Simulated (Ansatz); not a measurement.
Run on CaF$_{2}$ (fluorite type): DFT, PBE, norm-conserving pseudopotentials, Ansatz's default files, scalar-relativistic (Ansatz 0.2.0). This run: the series' base cell.

The cell comes from a relaxation on PAW files under the same functional, begun from a prototype that needn't be the stable phase.

Command: `ansatz run input.yaml --threads 1 --pin off --max-ram 3072MiB --backend cpu --events-out ev --progress --plain --runs-dir out` It took 7.6 s on 1 thread of Intel(R) Xeon(R) Platinum 8375C CPU @ 2.90GHz (Ice Lake), on a shared host, peak memory 0.44 GiB.

```yaml
crystal:
  lattice:
    - [0.0, 2.755467458, 2.755467458]
    - [2.755467458, 0.0, 2.755467458]
    - [2.755467458, 2.755467458, 0.0]
  atoms:
    - { symbol: Ca, position: [0.0, 0.0, 0.0] }
    - { symbol: F, position: [0.25, 0.25, 0.25] }
    - { symbol: F, position: [0.75, 0.75, 0.75] }
kpoints:
  mp_grid: { grid: [10, 10, 10] }
scf:
  occupations: { method: fermi_dirac, width: 0.1 }
hamiltonian:
  xc: pbe
  pseudopotentials: { kind: nc }
output:
  forces: true
  stress: true
  eigenvalues: true
```

Output:

```
Engine: ansatz 0.2.0
Pseudopotentials: kind: nc
Pseudopotential: Ca, nc, valence charge 10, recommended cutoff 925.187132 eV (normal), Ca.nc.azcp (PseudoDojo's, or run here from an input of PseudoDojo's: the run reads no file of this project's for it)
Pseudopotential: F, nc, valence charge 7, recommended cutoff 1320 eV (normal), F.nc.azcp
Functional definition: PBE
  parameter kappa = 0.804
  parameter beta = 0.06672455060314922
  exchange = pbe_x(kappa = kappa, mu = beta*pi^2/3)
  correlation = pbe_c(beta = beta)
Crystal: 3 atoms, lattice volume = 41.842 Å³
Basis set: ecut = 1320 eV, 4573 PW (Γ), exchange–correlation on 96×96×96 points (8 copies of the dense FFT grid, shifted against one another)
Bands: 16, of which v1, the nominal top of the filled ones, is band 12 counted from 1 (11 counted from 0)
Symmetry: 48 space group operations
Space group: Fm-3m (ITA 225), of the structure as read, at distance tolerance 3.5e-5 Å
k-points: 47 of 1000
Non-local potential: Ca, projectors of the file, l = 0: 2, l = 1: 2, l = 2: 2
Non-local potential: F, projectors of the file, l = 0: 2, l = 1: 2, l = 2: 1
Initial density: superposition of atomic densities (chi_scale 0.1, normalization cell, long waves kept (reshape's long-wave potential 0.00 eV rms))
Initial wavefunctions: pseudopotential atomic-orbital guess
Functional: x = pbe(κ = 0.804, μ = 0.2195149727645171), c = pbe(β = 0.06672455060314922)
SCF iter   1: F=—  HF=-2430.050004 eV  |F-HF|=—  |Δ(HF+E_count)|=         —  Δρ=1.64e-1  dr2=1.05e1  ethr=3.10e-3  ⟨swp⟩=7.4  Hψ=5396  notcnv=0
preconditioner: auto → none  [insulator: Δε(μ)=4.071 eV  Ē_g=15.578 eV  σ=0.100 eV  W_gap=1.00  n_scr=14 (ndim 8)  ℏωp=26.9 eV  f_vac=0.000  D(μ)=0.00/eV (n_scr^D=0)  ε∞_Penn≈4.0]
SCF iter   2: F=—  HF=-2427.745091 eV  |F-HF|=—  |Δ(HF+E_count)|=    2.30e0  Δρ=1.12e-1  dr2=3.24e0  ethr=3.10e-3  ⟨swp⟩=5.7  Hψ=2859  notcnv=0
SCF iter   3: F=—  HF=-2426.821603 eV  |F-HF|=—  |Δ(HF+E_count)|=   9.23e-1  Δρ=1.43e-2  dr2=8.49e-2  ethr=3.10e-3  ⟨swp⟩=3.6  Hψ=1755  notcnv=0
SCF iter   4: F=—  HF=-2426.833263 eV  |F-HF|=—  |Δ(HF+E_count)|=   1.17e-2  Δρ=7.46e-3  dr2=1.39e-2  ethr=3.54e-4  ⟨swp⟩=2.2  Hψ=1649  notcnv=0
SCF iter   5: F=—  HF=-2426.835902 eV  |F-HF|=—  |Δ(HF+E_count)|=   2.64e-3  Δρ=2.10e-3  dr2=1.49e-3  ethr=5.80e-5  ⟨swp⟩=2.8  Hψ=1572  notcnv=0
SCF iter   6: F=—  HF=-2426.835461 eV  |F-HF|=—  |Δ(HF+E_count)|=   4.41e-4  Δρ=5.22e-4  dr2=1.21e-4  ethr=6.19e-6  ⟨swp⟩=2.7  Hψ=1328  notcnv=0
SCF iter   7: F=—  HF=-2426.835427 eV  |F-HF|=—  |Δ(HF+E_count)|=   3.43e-5  Δρ=1.77e-4  dr2=9.90e-6  ethr=5.04e-7  ⟨swp⟩=3.0  Hψ=1420  notcnv=0
SCF iter   8: F=—  HF=-2426.835329 eV  |F-HF|=—  |Δ(HF+E_count)|=   9.84e-5  Δρ=3.08e-6  dr2=2.21e-9  ethr=4.17e-10  ⟨swp⟩=8.4  Hψ=5966  notcnv=0
SCF iter   9: F=-2426.835329 eV  HF=-2426.835329 eV  |F-HF|=5.55e-11  |Δ(HF+E_count)|=  1.72e-10  Δρ=3.54e-7  dr2=6.85e-11  ethr=9.21e-12  ⟨swp⟩=3.1  Hψ=2914  notcnv=0
SCF 1 converged in 9 iterations: F = -2426.835329 eV  dr2 = 6.85e-11
SCF converged after 9 iterations
Free energy (F): -2426.835329 eV
Harris-Foulkes:  -2426.835329 eV  (|F-HF|=5.55e-11)
Internal energy: -2426.835329 eV  (E = F + TS)
E sigma→0 (E₀):  -2426.835329 eV
Fermi energy:    6.915930 eV
--- Per-component energies (eV) ---
  E_band       = -191.544956
  E_kinetic    = 1314.355633
  E_local      = -2139.451497  (includes V_loc(G=0)·N_el)
  E_nonlocal   = -92.287365
  E_hartree    = 631.857367
  E_xc         = -522.422962
  E_vxc        = -537.876528  (∫ρ·V_xc dr)
  E_ewald      = -1618.886504
  E_smearing   = -0.000000  (= −TS)
  E_closure    = 0.000000  (closes the sum)
  Σ components = -2426.835329   (vs F -2426.835329, Δ=0.00e0)
--- Forces (eV/Å), atoms counted from 1 ---
  atom   1  Ca    -0.00000000     0.00000000     0.00000000
  atom   2  F      0.00000000    -0.00000000    -0.00000000
  atom   3  F      0.00000000    -0.00000000     0.00000000
  max |Σ_I F_I| component: 1.39e-17 eV/Å
--- Stress (GPa, compression-positive) ---
       -0.051839      -0.000000      -0.000000
       -0.000000      -0.051839       0.000000
        0.000000       0.000000      -0.051839
  P = ⅓ Tr σ = -0.0518 GPa (-0.518 kbar)
--- Band table (eV; the first three rows and the last of 47) ---
  k-point 0: bands = ["-33.0502", "-16.7210", "-15.9917", "-13.9814", "-13.9814", "-13.9814", "1.1167", "1.1167", "1.1167", "2.8869", "2.8869", "2.8869", "10.2672", "12.1889", "12.1889", "14.1371"]
  k-point 1: bands = ["-33.0475", "-16.7468", "-16.0148", "-13.9849", "-13.9849", "-13.9384", "1.1600", "1.1600", "1.1942", "2.7713", "2.8423", "2.8423", "10.5255", "12.2084", "12.2084", "14.0413"]
  k-point 2: bands = ["-33.0404", "-16.8004", "-16.0910", "-13.9941", "-13.9941", "-13.8227", "1.2797", "1.2797", "1.3945", "2.4979", "2.7215", "2.7215", "11.1769", "12.2593", "12.2593", "13.8434"]
  k-point 46: bands = ["-33.0124", "-16.8172", "-16.5879", "-14.0747", "-13.7722", "-13.5554", "0.8512", "1.1787", "1.9346", "2.3233", "2.8618", "3.0629", "11.4515", "12.7444", "12.7766", "13.0824"]
```

Next run (volume at 0.94 of the series' base cell), as changes to the input before:

```diff
   lattice:
-    - [0.0, 2.755467458, 2.755467458]
-    - [2.755467458, 0.0, 2.755467458]
-    - [2.755467458, 2.755467458, 0.0]
+    - [0.0, 2.6992176449, 2.6992176449]
+    - [2.6992176449, 0.0, 2.6992176449]
+    - [2.6992176449, 2.6992176449, 0.0]
   atoms:
```

Command: `ansatz run input.yaml --threads 1 --pin off --max-ram 3072MiB --backend cpu --events-out ev --progress --plain --runs-dir out` It took 7.2 s on 1 thread of Intel(R) Xeon(R) Platinum 8375C CPU @ 2.90GHz (Ice Lake), on a shared host, peak memory 0.45 GiB.

Results part of the output:

```
SCF 1 converged in 8 iterations: F = -2426.795453 eV  dr2 = 1.32e-9
SCF converged after 8 iterations
Free energy (F): -2426.795453 eV
Harris-Foulkes:  -2426.795453 eV  (|F-HF|=3.31e-10)
Internal energy: -2426.795453 eV  (E = F + TS)
E sigma→0 (E₀):  -2426.795453 eV
Fermi energy:    7.698979 eV
--- Per-component energies (eV) ---
  E_band       = -176.189467
  E_kinetic    = 1317.949546
  E_local      = -2089.719837  (includes V_loc(G=0)·N_el)
  E_nonlocal   = -92.812056
  E_hartree    = 613.770207
  E_xc         = -523.360343
  E_vxc        = -539.147054  (∫ρ·V_xc dr)
  E_ewald      = -1652.622970
  E_smearing   = -0.000000  (= −TS)
  E_closure    = -0.000000  (closes the sum)
  Σ components = -2426.795453   (vs F -2426.795453, Δ=0.00e0)
--- Forces (eV/Å), atoms counted from 1 ---
  atom   1  Ca    -0.00000000     0.00000000    -0.00000000
  atom   2  F      0.00000000    -0.00000000     0.00000000
  atom   3  F      0.00000000    -0.00000000    -0.00000000
  max |Σ_I F_I| component: 1.62e-17 eV/Å
--- Stress (GPa, compression-positive) ---
        5.446637       0.000000       0.000000
        0.000000       5.446637      -0.000000
       -0.000000      -0.000000       5.446637
  P = ⅓ Tr σ = 5.4466 GPa (54.466 kbar)
--- Band table (eV; the first three rows and the last of 47) ---
  k-point 0: bands = ["-32.1485", "-16.2682", "-15.4443", "-13.0800", "-13.0800", "-13.0800", "1.5261", "1.5261", "1.5261", "3.4800", "3.4800", "3.4800", "11.2409", "13.0341", "13.0341", "15.2289"]
  k-point 1: bands = ["-32.1447", "-16.2975", "-15.4713", "-13.0846", "-13.0846", "-13.0326", "1.5742", "1.5742", "1.6160", "3.3563", "3.4315", "3.4315", "11.5077", "13.0578", "13.0578", "15.1234"]
  k-point 2: bands = ["-32.1346", "-16.3586", "-15.5600", "-13.0967", "-13.0967", "-12.9041", "1.7066", "1.7066", "1.8486", "3.0636", "3.3009", "3.3009", "12.1711", "13.1187", "13.1187", "14.9090"]
  k-point 46: bands = ["-32.0949", "-16.3825", "-16.1260", "-13.2030", "-12.8527", "-12.6003", "1.2842", "1.6531", "2.4655", "2.8696", "3.4355", "3.6587", "12.2516", "13.6921", "13.7196", "14.0756"]
```

Next run (volume at 0.62 of the series' base cell), as changes to the input before:

```diff
   lattice:
-    - [0.0, 2.6992176449, 2.6992176449]
-    - [2.6992176449, 0.0, 2.6992176449]
-    - [2.6992176449, 2.6992176449, 0.0]
+    - [0.0, 2.3495923323, 2.3495923323]
+    - [2.3495923323, 0.0, 2.3495923323]
+    - [2.3495923323, 2.3495923323, 0.0]
   atoms:
```

Results part of the output:

```
SCF 1 converged in 7 iterations: F = -2423.376939 eV  dr2 = 1.89e-9
SCF converged after 7 iterations
Free energy (F): -2423.376939 eV
Harris-Foulkes:  -2423.376939 eV  (|F-HF|=4.71e-9)
Internal energy: -2423.376939 eV  (E = F + TS)
E sigma→0 (E₀):  -2423.376939 eV
Fermi energy:    13.778120 eV
--- Per-component energies (eV) ---
  E_band       = -47.160997
  E_kinetic    = 1355.293061
  E_local      = -1747.078115  (includes V_loc(G=0)·N_el)
  E_nonlocal   = -97.343758
  E_hartree    = 496.601355
  E_xc         = -532.312013
  E_vxc        = -551.235120  (∫ρ·V_xc dr)
  E_ewald      = -1898.537469
  E_smearing   = -0.000000  (= −TS)
  E_closure    = -0.000000  (closes the sum)
  Σ components = -2423.376939   (vs F -2423.376939, Δ=0.00e0)
--- Forces (eV/Å), atoms counted from 1 ---
  atom   1  Ca    -0.00000000     0.00000000     0.00000000
  atom   2  F     -0.00000000     0.00000000     0.00000000
  atom   3  F      0.00000000    -0.00000000    -0.00000000
  max |Σ_I F_I| component: 9.25e-18 eV/Å
--- Stress (GPa, compression-positive) ---
      107.912286       0.000000      -0.000000
        0.000000     107.912286       0.000000
       -0.000000       0.000000     107.912286
  P = ⅓ Tr σ = 107.9123 GPa (1079.123 kbar)
--- Band table (eV; the first three rows and the last of 47) ---
  k-point 0: bands = ["-25.4154", "-11.9299", "-10.5378", "-6.0543", "-6.0543", "-6.0543", "5.0534", "5.0534", "5.0534", "8.7986", "8.7986", "8.7986", "19.5088", "19.6921", "19.6921", "24.3363"]
  k-point 1: bands = ["-25.3827", "-12.0482", "-10.6160", "-6.0805", "-6.0805", "-5.9472", "5.1529", "5.1529", "5.3016", "8.6196", "8.7180", "8.7180", "19.7723", "19.7723", "19.8092", "24.1272"]
  k-point 2: bands = ["-25.2954", "-12.3237", "-10.8573", "-6.1477", "-6.1477", "-5.6415", "5.4132", "5.4132", "5.9298", "8.1971", "8.5204", "8.5204", "19.9596", "19.9596", "20.4299", "23.7702"]
  k-point 46: bands = ["-24.9333", "-12.8322", "-12.2729", "-6.7513", "-5.6154", "-4.8283", "5.3011", "6.2545", "7.4715", "7.8450", "8.4735", "8.9254", "18.7749", "21.0373", "21.8372", "22.2799"]
```

The norm-conserving files are those that the library serves for this functional.
